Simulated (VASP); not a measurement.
# WC (P1) in VASP: a series of runs, part 2 of 2

VASP 6.6.1. Earlier steps stand in the parts before.

### Step 4. Electric field gradients, PBE (atom 2 moved 0.15 Å)

The input, INCAR:

```
SYSTEM = WC
PREC = Accurate
ENCUT = 520
EDIFF = 1E-8
ISMEAR = 0
SIGMA = 0.02
LREAL = .False.
LASPH = .True.
NELM = 100
ALGO = Normal
ISIF = 2
LWAVE = .False.
LCHARG = .False.
GGA = PE
LEFG = .True.
```

The input, KPOINTS:

```
regular mesh
0
Gamma
  11 11 9
  0 0 0
```

The input, POSCAR:

```
WC
1.0
    2.9005014400      0.0000000000      0.0000000000
   -1.4502507200      2.5119079300      0.0000000000
    0.0000000000      0.0000000000      2.8290000000
W C
1 1
Direct
    0.0139390700      0.0093997200      0.9766879900
    0.6527275900      0.3239336100      0.5233120100
```

Potentials or basis: VASP PAW PBE potentials, release 64 (W_sv, C).

Started as:

```console
$ cat potpaw_PBE.64/W_sv/POTCAR potpaw_PBE.64/C/POTCAR > POTCAR
$ mpirun -np 1 vasp_std > vasp.out
```

OUTCAR:

```text
SYSTEM = WC
   PREC = Accurate
   ENCUT = 520
   EDIFF = 1E-8
   ISMEAR = 0
   LREAL = .False.
   LASPH = .True.
   NELM = 100
   ISIF = 2
   GGA = PE

 ion  position               nearest neighbor table
   1  0.014  0.009  0.977-   2 2.05   2 2.13   2 2.15   2 2.23   2 2.30   2 2.31
   2  0.653  0.324  0.523-   1 2.05   1 2.13   1 2.15   1 2.23   1 2.30   1 2.31

  LATTYP: Found a hexagonal cell.
 ALAT       =     2.9005014400
 C/A-ratio  =     0.9753485935

  Lattice vectors:

 A1 = (   2.9005014400,   0.0000000000,   0.0000000000)
 A2 = (  -1.4502507200,   2.5119079300,   0.0000000000)
 A3 = (   0.0000000000,   0.0000000000,   2.8290000000)

Analysis of symmetry for initial positions (statically):
=====================================================================
 Subroutine PRICEL returns:
 Original cell was already a primitive cell.

 Routine SETGRP: Setting up the symmetry group for a
 hexagonal supercell.

 Subroutine GETGRP returns: Found  1 space group operations
 (whereof  1 operations were pure point group operations)
[... 574 lines left out ...]
     2.900501440  0.000000000  0.000000000     0.344767972  0.199051882  0.000000000
    -1.450250720  2.511907930  0.000000000     0.000000000  0.398103763  0.000000000
     0.000000000  0.000000000  2.829000000     0.000000000  0.000000000  0.353481796

 POSITION                                       TOTAL-FORCE (eV/Angst)
 -----------------------------------------------------------------------------------
      0.02680      0.02361      2.76305        -0.973262     -0.789967      2.054574
      1.42345      0.81369      1.48045         0.973262      0.789967     -2.054574
 -----------------------------------------------------------------------------------
    total drift:                                0.000001     -0.000005      0.000027

  FREE ENERGIE OF THE ION-ELECTRON SYSTEM (eV)
  ---------------------------------------------------
  free  energy   TOTEN  =       -22.2603170154 eV

  energy  without entropy=      -22.2602781969  energy(sigma->0) =      -22.26029761

 Electric field gradients (V/A^2)
---------------------------------------------------------------------
 ion       V_xx      V_yy      V_zz      V_xy      V_xz      V_yz
---------------------------------------------------------------------
   1      16.484   123.426  -139.910   -53.794     7.517     4.578
   2      -2.482     0.708     1.774    -1.586     0.347     0.237
---------------------------------------------------------------------

 Electric field gradients after diagonalization (V/A^2)
 (convention: |V_zz| > |V_xx| > |V_yy|)
----------------------------------------------------------------------
 ion       V_xx      V_yy      V_zz     asymmetry (V_yy - V_xx)/ V_zz
----------------------------------------------------------------------
   1    -140.478    -5.332   145.810       0.927
   2       1.825     1.346    -3.170       0.151
----------------------------------------------------------------------

           NMR quadrupolar parameters

 Cq : quadrupolar parameter    Cq=e*Q*V_zz/h
 eta: asymmetry parameters     (V_yy - V_xx)/ V_zz
 Q  : nuclear electric quadrupole moment in mb (millibarn)
----------------------------------------------------------------------
 ion       Cq(MHz)       eta       Q (mb)
----------------------------------------------------------------------
   1       0.353       0.927       1.000
   2      -0.008       0.151       1.000
----------------------------------------------------------------------
```

OSZICAR:

```text
N       E                     dE             d eps       ncg     rms          rms(c)
DAV:   1     0.112133093541E+03    0.11213E+03   -0.98158E+03 14194   0.154E+03
DAV:   2    -0.212992587362E+02   -0.13343E+03   -0.12983E+03 16140   0.385E+02
DAV:   3    -0.253049965326E+02   -0.40057E+01   -0.39671E+01 17280   0.617E+01
DAV:   4    -0.253436437282E+02   -0.38647E-01   -0.38627E-01 15580   0.640E+00
DAV:   5    -0.253439575867E+02   -0.31386E-03   -0.31384E-03 16820   0.594E-01    0.336E+01
DAV:   6    -0.223510896663E+02    0.29929E+01   -0.96497E+00 16060   0.320E+01    0.917E+00
DAV:   7    -0.222868636811E+02    0.64226E-01   -0.40040E-01 14700   0.585E+00    0.640E+00
DAV:   8    -0.222617056134E+02    0.25158E-01   -0.66554E-02 16115   0.247E+00    0.834E-01
DAV:   9    -0.222603606621E+02    0.13450E-02   -0.43947E-03 15305   0.509E-01    0.119E-01
DAV:  10    -0.222603188575E+02    0.41805E-04   -0.27976E-04 16675   0.220E-01    0.772E-02
DAV:  11    -0.222603179260E+02    0.93146E-06   -0.21287E-05 15940   0.448E-02    0.770E-03
DAV:  12    -0.222603170611E+02    0.86496E-06   -0.32171E-06 15765   0.198E-02    0.373E-03
DAV:  13    -0.222603170636E+02   -0.25725E-08   -0.10399E-07 15505   0.378E-03    0.528E-04
DAV:  14    -0.222603170090E+02    0.54623E-07   -0.71082E-09  8200   0.128E-03    0.176E-04
DAV:  15    -0.222603170154E+02   -0.63792E-08   -0.76767E-10  7285   0.364E-04
   1 F= -.22260317E+02 E0= -.22260298E+02  d E =-.388185E-04
```

stdout:

```text
POSCAR found type information on POSCAR W C
 POSCAR found :  2 types and       2 ions
 scaLAPACK will be used
 LDA part: xc-table for (Slater+PW92), standard interpolation
 POSCAR, INCAR and KPOINTS ok, starting setup
 FFT: planning ... GRIDC
 FFT: planning ... GRID_SOFT
 FFT: planning ... GRID
 WAVECAR not read
 entering main loop
ion   1
     0.0000661     0.8409522    -0.1886840     0.5718471    -0.2791912     0.7122516
     0.0000910     0.8409522    -0.1886840     0.5718471    -0.2791912     0.7122516
     0.0001253     0.8409522    -0.1886840     0.5718471    -0.2791912     0.7122516
     0.0001726     0.8409522    -0.1886840     0.5718471    -0.2791912     0.7122516

     0.0000661    49.7691946    -4.4067878   111.5559437    -7.1592297    49.4002159
     0.0000910    49.7489411    -4.4068839   111.4908320    -7.1588436    49.3789927
     0.0001253    49.7180115    -4.4071377   111.3908320    -7.1583827    49.3465555
     0.0001726    49.6709799    -4.4076899   111.2378932    -7.1578814    49.2971902

ion   2
     0.0000266     1.1539001    -0.2291254    -0.1384890    -0.3155773     1.1272129
     0.0000367     1.1539001    -0.2291254    -0.1384890    -0.3155773     1.1272129
     0.0000505     1.1539001    -0.2291254    -0.1384890    -0.3155773     1.1272129
     0.0000695     1.1539001    -0.2291253    -0.1384890    -0.3155773     1.1272129

     0.0000266     1.8402654    -0.3811622    -0.5927620    -0.5276442     1.8037414
     0.0000367     1.8402653    -0.3811622    -0.5927620    -0.5276441     1.8037413
     0.0000505     1.8402651    -0.3811621    -0.5927618    -0.5276441     1.8037411
     0.0000695     1.8402648    -0.3811621    -0.5927616    -0.5276440     1.8037408
```

Run time: 69 s. Hardware: 1 thread of Intel Xeon 6975P-C (Granite Rapids), shared host; peak memory 0.27 GiB.

Results:

* Free energy: -22.2603 eV
* Pressure: 14.4 GPa
* Largest force: 2.407 eV/Å
* Band gap on the k mesh: none (metal or under the smearing width)

Forces in eV/Å, atoms in the order of the input:
```
W   -0.973 -0.790  2.055
C    0.973  0.790 -2.055
```

Electric field gradients, principal values (V/Å²):
```csv
atom,Vxx,Vyy,Vzz
1 W,-5.332,-140.478,145.810
2 C,1.346,1.825,-3.170
```

Caveat: forces of over 1 eV/Å show positions far from the minimum, so gaps and moduli don't describe the material at rest.

### Step 5. Core levels, PBE (atom 2 moved 0.15 Å)

The input, INCAR:

```
PREC = Accurate ; ENCUT = 520
EDIFF = 1E-6 ; ISMEAR = 0
SIGMA = 0.02 ; LREAL = False
LASPH = True ; NELM = 80
ALGO = Fast ; ISIF = 2
LWAVE = False ; LCHARG = False
GGA = PE ; ICORELEVEL = 1
```

The input, KPOINTS:

```
regular mesh
0
Gamma
  11 11 9
```

POSCAR is that of step 4.

Potentials or basis: VASP PAW PBE potentials, release 64 (W_sv, C).

Started as:

```console
$ cat potpaw_PBE.64/W_sv/POTCAR potpaw_PBE.64/C/POTCAR > POTCAR
$ mpirun -np 1 vasp_std > vasp.out
```

OUTCAR:

```text
PREC = Accurate
   ENCUT = 520
   EDIFF = 1E-6
   ISMEAR = 0
   LREAL = False
   LASPH = True
   NELM = 80
   ISIF = 2
   GGA = PE

 ion  position               nearest neighbor table
   1  0.014  0.009  0.977-   2 2.05   2 2.13   2 2.15   2 2.23   2 2.30   2 2.31
   2  0.653  0.324  0.523-   1 2.05   1 2.13   1 2.15   1 2.23   1 2.30   1 2.31

  LATTYP: Found a hexagonal cell.
 ALAT       =     2.9005014400
 C/A-ratio  =     0.9753485935

  Lattice vectors:

 A1 = (   2.9005014400,   0.0000000000,   0.0000000000)
 A2 = (  -1.4502507200,   2.5119079300,   0.0000000000)
 A3 = (   0.0000000000,   0.0000000000,   2.8290000000)

Analysis of symmetry for initial positions (statically):
=====================================================================
 Subroutine PRICEL returns:
 Original cell was already a primitive cell.

 Routine SETGRP: Setting up the symmetry group for a
 hexagonal supercell.

 Subroutine GETGRP returns: Found  1 space group operations
 (whereof  1 operations were pure point group operations)
 out of a pool of 24 trial point group operations.

The static configuration has the point symmetry C_1 .

Analysis of symmetry for dynamics (positions and initial velocities):
=====================================================================
 Subroutine PRICEL returns:
 Original cell was already a primitive cell.

 Routine SETGRP: Setting up the symmetry group for a
 hexagonal supercell.

 Subroutine GETGRP returns: Found  1 space group operations
 (whereof  1 operations were pure point group operations)
 out of a pool of 24 trial point group operations.

The dynamic configuration has the point symmetry C_1 .

 Subroutine INISYM returns: Found  1 space group operations
 (whereof  1 operations are pure point group operations),
 and found     1 'primitive' translations

----------------------------------------------------------------------------------------

                                     Primitive cell

  volume of cell :      20.6115

  direct lattice vectors                    reciprocal lattice vectors
     2.900501440  0.000000000  0.000000000     0.344767972  0.199051882  0.000000000
    -1.450250720  2.511907930  0.000000000     0.000000000  0.398103763  0.000000000
     0.000000000  0.000000000  2.829000000     0.000000000  0.000000000  0.353481796

  length of vectors
     2.900501440  2.900501439  2.829000000     0.398103763  0.398103763  0.353481796

  position of ions in fractional coordinates (direct lattice)
     0.013939070  0.009399720  0.976687990
     0.652727590  0.323933610  0.523312010

  ion indices of the primitive-cell ions
   primitive index   ion index
                 1           1
                 2           2

----------------------------------------------------------------------------------------

 KPOINTS: regular mesh

Automatic generation of k-mesh.
 Grid dimensions read from file:
 generate k-points for:   11   11    9

 Generating k-lattice:

  Cartesian coordinates                     Fractional coordinates (reciprocal lattice)
     0.031342543  0.018095626  0.000000000     0.090909091  0.000000000  0.000000000
     0.000000000  0.036191251  0.000000000     0.000000000  0.090909091  0.000000000
     0.000000000  0.000000000  0.039275755     0.000000000  0.000000000  0.111111111

[... 45 lines left out ...]
   NGXF,Y,Z  is equivalent  to a cutoff of  27.51, 27.51, 28.21 a.u.
 SYSTEM =  unknown system
   PREC   = accura    normal or accurate (medium, high low for compatibility)
   ISTART =      0    job   : 0-new  1-cont  2-samecut
   ICHARG =      2    charge: 1-file 2-atom 10-const
   ISPIN  =      1    spin polarized calculation?
   LNONCOLLINEAR =      F non collinear calculations
   LSORBIT =      F    spin-orbit coupling
   LASPH  =      T    aspherical Exc in radial PAW
   ENCUT  =  520.0 eV  38.22 Ry    6.18 a.u.   5.39  5.39  5.26*2*pi/ulx,y,z
   NELM   =     80;   NELMIN=  2; NELMDL= -5     # of ELM steps
   EDIFF  = 0.1E-05   stopping-criterion for ELM
   LREAL  =      F    real-space projection
   EDIFFG = 0.1E-04   stopping-criterion for IOM
   NSW    =      0    number of steps for IOM
   IBRION =     -1    ionic relax: 0-MD 1-quasi-New 2-CG
   NFREE  =      0    steps in history (QN), initial steepest desc. (CG)
   ISIF   =      2    stress and relaxation
   ISYM   =      2    0-nonsym 1-usesym 2-fastsym
   POTIM  = 0.5000    time-step for ionic-motion
   TEBEG  =    0.0;   TEEND  =   0.0 temperature during run
   PSTRESS=    0.0 pullay stress
   NELECT =      18.0000    total number of electrons
   NUPDOWN=      -1.0000    fix difference up-down
   EMIN   =  10.00;   EMAX   =-10.00  energy-range for DOS
   EFERMI =   0.00;   METHOD = LEGACY
   ISMEAR =     0;   SIGMA  =   0.02  broadening in eV -4-tet -1-fermi 0-gaus
   EFERMI_NEDOS =   21; number of points for ismear=-14 and -15
   IALGO  =     68    algorithm
   IMIX   =      4    mixing-type and parameters
     AMIX     =   0.40;   BMIX     =  1.00
     AMIX_MAG =   1.60;   BMIX_MAG =  1.00
  volume/ion in A,a.u.               =      10.31        69.55
  Fermi-wavevector in a.u.,A,eV,Ry     =   1.564813  2.957068 33.315762  2.448639
  Thomas-Fermi vector in A             =   2.667381
   LORBIT       =      0    0 simple, 1 ext, 2 COOP (PROOUT), +10 PAW based schemes
   GGA     = PE    functional components
   LHFCALC =     F    Hartree Fock is set to
   AEXX    =    0.0000 exact exchange contribution
   IVDW    =     0    specifies the selected vdW correction
   LEPSILON=     F    determine dielectric tensor
   LRPA    =     F    only Hartree local field effects (RPA)
 non-spin polarized calculation
 RMM-DIIS sequential band-by-band and
 Gauss-broadening in eV      SIGMA  =   0.02
  energy-cutoff  :      520.00
  volume of cell :       20.61
 maximum number of plane-waves:       580
 NGX is ok and might be reduce to    24

 number of electron      18.0000000 magnetization

 Free energy of the ion-electron system (eV)
  ---------------------------------------------------
  ext. energy  EPLUGINS =         0.00000000
  ---------------------------------------------------
  free energy    TOTEN  =       -22.26031678 eV

  energy without entropy =      -22.26027797  energy(sigma->0) =      -22.26029737

 the core state eigenenergies are
   1-  1s -69451.5684  2s -11972.1652  2p -10465.7674  3s  -2744.7967  3p  -2298.9099
       3d  -1786.8685  4s   -553.2952  4p   -407.0870  4d   -221.9748  4f    -16.8953

   2-  1s   -254.0558

 E-fermi :  11.2571     XC(G=0): -13.8243

 val. band max:       11.2491365083   @ k =   0.3636   0.3636   0.0000
 cond. band min:      11.2901853232   @ k =   0.0909   0.4545   0.4444
 fundamental gap:      0.0410488148
 Fermi energy:        11.2570627933

 k-point     1 :       0.0000    0.0000    0.0000
  band No.  band energies     occupation
      1     -62.7736      2.00000
      2     -26.7590      2.00000
      3     -26.6711      2.00000
      4     -26.6663      2.00000
      5      -3.3171      2.00000
      6       6.5870      2.00000
      7       7.6195      2.00000
      8       7.8204      2.00000
      9      11.5750      0.00000
     10      14.2323      0.00000
     11      14.4614      0.00000
     12      16.5754      0.00000
     13      17.4242      0.00000
[... 258 lines left out ...]
  band No.  band energies     occupation
      1     -62.7600      2.00000
      2     -26.8633      2.00000
      3     -26.7365      2.00000
      4     -26.7130      2.00000
      5      -2.6993      2.00000
      6       6.3637      2.00000
      7       7.3160      2.00000
      8       8.3763      2.00000
      9      10.3072      2.00000
     10      13.9137      0.00000
     11      15.3532      0.00000
     12      16.3590      0.00000
     13      16.9126      0.00000

------------------------ aborting loop because EDIFF is reached ----------------------------------------

  FORCE on cell =-STRESS in cart. coord.  units (eV):
  Direction    XX          YY          ZZ          XY          YZ          ZX
  --------------------------------------------------------------------------------------
  -------------------------------------------------------------------------------------
  Total        2.1165314      1.3167324      2.1592570      0.4147620     -0.3130278     -0.4124835
  in kB      164.5225924    102.3524776    167.8437462     32.2403503    -24.3323353    -32.0632367
  external PRESSURE =     144.9062721 kB  Pullay stress =       0.0000000 kB

 VOLUME and BASIS-vectors are now :
 -----------------------------------------------------------------------------
  energy-cutoff  :      520.00
  volume of cell :       20.61
      direct lattice vectors                 reciprocal lattice vectors
     2.900501440  0.000000000  0.000000000     0.344767972  0.199051882  0.000000000
    -1.450250720  2.511907930  0.000000000     0.000000000  0.398103763  0.000000000
     0.000000000  0.000000000  2.829000000     0.000000000  0.000000000  0.353481796

 POSITION                                       TOTAL-FORCE (eV/Angst)
 -----------------------------------------------------------------------------------
      0.02680      0.02361      2.76305        -0.973303     -0.789990      2.054642
      1.42345      0.81369      1.48045         0.973303      0.789990     -2.054642
 -----------------------------------------------------------------------------------
    total drift:                                0.000090      0.000119     -0.000362

  FREE ENERGIE OF THE ION-ELECTRON SYSTEM (eV)
  ---------------------------------------------------
  free  energy   TOTEN  =       -22.2603167761 eV

  energy  without entropy=      -22.2602779695  energy(sigma->0) =      -22.26029737
```

stdout:

```text
POSCAR found type information on POSCAR W C
 POSCAR found :  2 types and       2 ions
 scaLAPACK will be used
 LDA part: xc-table for (Slater+PW92), standard interpolation
 POSCAR, INCAR and KPOINTS ok, starting setup
 FFT: planning ... GRIDC
 FFT: planning ... GRID_SOFT
 FFT: planning ... GRID
 WAVECAR not read
 entering main loop
WARNING in EDDRMM: call to ZHEGV failed, returncode =   8  4     12
WARNING in EDDRMM: call to ZHEGV failed, returncode =   8  4     10
```

Wall time 78 s (1 thread of Intel Xeon 6975P-C (Granite Rapids), shared host); peak memory 0.26 GiB.

Results:

| Item | Value |
| --- | --- |
| Free energy | -22.2603 eV |
| Pressure | 14.5 GPa |
| Largest force | 2.407 eV/Å |
| Band gap on the k mesh | none (metal or under the smearing width) |

Forces on the atoms (eV/Å):
```
W   -0.973 -0.790  2.055
C    0.973  0.790 -2.055
```

Stress tensor (GPa, compression positive):
```
16.45  3.22 -3.21
 3.22 10.24 -2.43
-3.21 -2.43 16.78
```

Core levels (eV, on the scale of the bands):
```csv
atom,levels
1 W,"1s -69451.6, 2s -11972.2, 2p -10465.8, 3s -2744.8, 3p -2298.9, 3d -1786.9, 4s -553.3, 4p -407.1, 4d -222.0, 4f -16.9"
2 C,1s -254.1
```

Caveat: forces of over 1 eV/Å show positions far from the minimum, so gaps and moduli don't describe the material at rest.

### Step 6. Overview

| task | k mesh for the DOS | occupations for the DOS | gap on the mesh (eV) | pressure (GPa) | largest force (eV/Å) |
| --- | --- | --- | --- | --- | --- |
| optical spectrum | - | - | none | 14.4 | 2.41 |
| density of states | 17 × 17 × 14 | tetrahedron | - | - | - |
| electric field gradients | - | - | none | 14.4 | 2.41 |
| core levels | - | - | none | 14.5 | 2.41 |

Alike in all rows: level PBE; potentials or basis VASP PAW PBE potentials, release 64 (W_sv, C); no spin polarisation; cell atom 2 moved 0.15 Å; k mesh 11 × 11 × 9; cutoff (eV) 520; smearing gaussian 0.02 eV.

Caveats: forces of over 1 eV/Å show positions far from the minimum, so gaps and moduli don't describe the material at rest (some runs); spectra need much finer meshes, so this one isn't converged (some runs); independent-particle spectra lack excitons (some runs); the intraband (Drude) part of a metal's response may be missing (some runs).

Absolute energies hang on the potentials; compare differences alone.
